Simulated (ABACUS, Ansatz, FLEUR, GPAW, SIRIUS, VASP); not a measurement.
## CaO: programs and potentials compared

```
Ca O
1.0
     0.00000    2.40356    2.40356
     2.40356    0.00000    2.40356
     2.40356    2.40356    0.00000
Ca O
1 1
Direct
  0.00000 0.00000 0.00000
  0.50000 0.50000 0.50000
```

The cell is a database's computed one, not the measured one.

Alike in all runs: task equation of state; functional PBEsol; k mesh 10 × 10 × 10; occupations fermi-dirac, width 0.05 eV; no spin polarisation; no spin-orbit coupling.

| program and potentials | plane-wave cutoff (eV) | notes | equilibrium volume (Å³/atom) | bulk modulus (GPa) |
| --- | --- | --- | --- | --- |
| FLEUR, all-electron, FLAPW | - | - | ? | ? |
| Ansatz, all-electron LAPW, scalar-relativistic | - | - | 13.54 | 115.4 |
| SIRIUS, all-electron FP-LAPW, apw+lo standard | - | - | 13.54 | 115.8 |
| ABACUS, PseudoDojo NC SR 0.4.1 PBEsol standard, plane waves | 1143 | - | 13.51 | 115.6 |
| SIRIUS, PseudoDojo 0.4.1 PBEsol standard (scalar relativistic) | 1152 | - | 13.51 | 115.6 |
| GPAW, PAW data sets generated for this functional | 800 | - | 13.64 | 115.0 |
| VASP, PBE PAW files Ca_sv, O, 520 eV | 520 | potentials made for PBE | 13.64 | 115.0 |

Task: Estimate from the other rows what the run with FLEUR, all-electron, FLAPW gave.

Result: Equilibrium volume 13.54 Å³/atom; bulk modulus 115.7 GPa. The other rows, which needn't bracket it: equilibrium volume 13.51 to 13.64; bulk modulus 115.0 to 115.8.
